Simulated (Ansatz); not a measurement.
**Chromium, omega (AlB2-type) under PBE: structure, energy and stiffness**

What does PBE give for chromium in the omega (AlB2-type) structure? We relax it, solve it on a dense k-mesh, then scale the cell to 7 volumes from 88 to 112 % of the relaxed one and try a fit of the equation of state. The start is ferromagnetic. The k-meshes are 9×9×13 for the relaxation; 11×11×18 for the dense run; 10×10×15 for the volumes.

Program: Ansatz 0.2.0. Level of theory: DFT PBE, plane waves (420 eV) with PAW, scalar-relativistic. These are calculated values, not measurements.

## Step 1: The structure to begin with

The structure is hexagonal, space group P6/mmm (No. 191). The conventional cell has a = 4.077 Å, b = 4.077 Å, c = 2.499 Å, α = 90.00°, β = 90.00°, γ = 120.00°. Cr (site symmetry 6/mmm) has 14 Cr at 2.50 to 2.67 Å as nearest neighbours. Around Cr (site symmetry -6m2) lie 11 Cr at 2.35 to 2.67 Å.

As a file:

```
Cr
1.0
     4.07706    0.00000    0.00000
    -2.03853    3.53084    0.00000
     0.00000    0.00000    2.49924
Cr
3
Direct
  0.00000 0.00000 0.00000
  0.33333 0.66667 0.50000
  0.66667 0.33333 0.50000
```

Starting moments (μB): +1.5 ×3.

## Step 2: Geometry optimisation

The input, input.yaml:

```yaml
crystal:
  lattice:
    - [4.0770582338, 0.0, 0.0]
    - [-2.0385291169, 3.5308360031, 0.0]
    - [0.0, 0.0, 2.4992366973]
  atoms:
    - { symbol: Cr, position: [0.0, 0.0, 0.0], spin: 1.5 }
    - { symbol: Cr, position: [0.3333333333, 0.6666666667, 0.5], spin: 1.5 }
    - { symbol: Cr, position: [0.6666666667, 0.3333333333, 0.5], spin: 1.5 }
hamiltonian:
  xc: pbe
  pseudopotentials:
    kind: paw
    azcp:
      Cr: "pseudopotentials/Cr.paw.azcp"
basis:
  ecutwfc: 420
  fft_grid_basis: typed
kpoints:
  mp_grid: { grid: [9, 9, 13], shift: [0, 0, 0] }
magnetization:
  spin_polarized: true
scf:
  occupations: { method: fermi_dirac, width: 0.05 }
relax:
  max_steps: 60
  f_tol: 0.01
  cell: {}
output:
  write_density: true
  write_potential: true
  elf: true
  volumetric_format: npy
```

On the command line:

```sh
$ ansatz run input.yaml --threads 1 --pin off --max-ram 3584MiB --backend cpu --events-out ev --progress --plain --runs-dir out
```

The runs that follow: Dense single point; Volume × 0.88; Volume × 0.92; Volume × 0.96; Volume × 1.0; Volume × 1.04; Volume × 1.08; Volume × 1.12.

**Question.** What will these runs give? Wanted: space group; conventional cell; volume; shortest distance; gap on the mesh; magnetic state; relative to bcc, antiferromagnetic.

As calculated:

```
                          quantity                                   value
    space group (spins left aside)                        P6/mmm (No. 191)
                 conventional cell  a = 4.235 Å, c = 2.286 Å (c/a = 0.540)
                            volume                          11.836 Å³/atom
                 shortest distance                                 2.286 Å
                   gap on the mesh            none (levels filled in part)
                    magnetic state                            non-magnetic
relative to bcc, antiferromagnetic                           +362 meV/atom
```

**Reading.** From the guessed start the volume shrank by 1.3 % in 10 steps. Against the reference form of chromium (bcc, antiferromagnetic, computed apart with the same settings) it stands 362 meV/atom higher; part of this is magnetic energy, as this run has no moments. The moments die out: the run ends non-magnetic. No gap shows: it is a metal or semimetal at this level. The symmetry was held, so the structure may be unstable against distortions that break it.
